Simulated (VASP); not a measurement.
A calculation with VASP 6.6.1 of Er (ASE script, structure typed inline):

The input run.py:

```python
from ase import Atoms
from ase.calculators.vasp import Vasp
from ase.dft.bandgap import bandgap

atoms = Atoms(
    ['Er', 'Er'],
    cell=[[3.5588, 0.0, 0.0], [-1.7794, 3.082011207, 0.0], [0.0, 0.0, 5.5874]],
    scaled_positions=[[0.6666666667, 0.3333333333, 0.75], [0.3333333333, 0.6666666667, 0.25]],
    pbc=True,
)
atoms.set_initial_magnetic_moments([3.0, 3.0])
calc = Vasp(
    directory='calc',
    xc='rpbe',
    pp='PBE',
    setups={'base': 'minimal', 'Er': '_3'},
    prec='Accurate',
    encut=600,
    ediff=1e-06,
    ismear=0,
    sigma=0.1,
    lreal=False,
    lasph=True,
    nelm=150,
    algo='Normal',
    isif=2,
    lwave=False,
    lcharg=True,
    ispin=2,
    lorbit=11,
    lmaxmix=6,
    lelf=True,
    lvhar=True,
    kpts=[9, 9, 5],
    gamma=True,
)
atoms.calc = calc

print('energy (eV):', atoms.get_potential_energy())
print('free energy (eV):', atoms.get_potential_energy(force_consistent=True))
print('forces (eV/A):')
print(atoms.get_forces())
print('stress (eV/A^3, Voigt):', atoms.get_stress())
print('Fermi level (eV):', calc.get_fermi_level())
print('moment (muB):', atoms.get_magnetic_moment())
print('site moments (muB):', atoms.get_magnetic_moments())
gap, top, bottom = bandgap(calc)
print('band gap (eV):', gap, 'from (spin, k, band)', top, 'to', bottom)
```

Potentials or basis: VASP PAW PBE potentials, release 64 (Er_3), 4f in core.

The run is started by

```console
$ python run.py
```

**Question.** Write the same calculation in another form: native input, structure from a POSCAR.

**Answer.** As run:

File INCAR:

```
SYSTEM = Er
PREC = Accurate
ENCUT = 600
EDIFF = 1E-6
ISMEAR = 0
SIGMA = 0.1
LREAL = .FALSE.
LASPH = .TRUE.
NELM = 150
ALGO = Normal
ISIF = 2
LWAVE = .FALSE.
LCHARG = .TRUE.
ISPIN = 2
MAGMOM = 3 3
LORBIT = 11
LMAXMIX = 6
GGA = RP
LELF = .TRUE.
LVHAR = .TRUE.
NBANDS = 20
```

The input KPOINTS:

```
Automatic mesh
0
G
  9 9 5
  0 0 0
```

POSCAR

```
Er
3.5588
    1.000000000000      0.000000000000      0.000000000000
   -0.500000000000      0.866025403788      0.000000000000
    0.000000000000      0.000000000000      1.570023603462
Er
2
Direct
    0.6666666667      0.3333333333      0.7500000000
    0.3333333333      0.6666666667      0.2500000000
```

Potentials or basis: VASP PAW PBE potentials, release 64 (Er_3), 4f in core.

Run with:

```sh
$ cat potpaw_PBE.64/Er_3/POTCAR > POTCAR
$ mpirun -np 1 vasp_std > vasp.out
```

Both were run:

|  | ASE script, structure typed inline | native input, structure from a POSCAR |
| --- | --- | --- |
| Pressure | 2.3 GPa | 2.3 GPa |
| Band gap on the k mesh | none (metal or under the smearing width) | none (metal or under the smearing width) |
| Net moment | -0.03 μB per cell | 0.01 μB per cell |
| Valence electrons inside the program's atomic spheres | Er 8.10 | Er 8.10 |

Keys that steer only the numerical path or the files written may differ.

Caveat: the magnetic or orbital state may not be the lowest; the PAW data sets were made with another functional, which shifts forces and pressure a little; spin-orbit coupling is left out, which moves the levels of the heavy elements; the 4f electrons are frozen in the core as for a trivalent ion, so they carry no moment and show no levels.
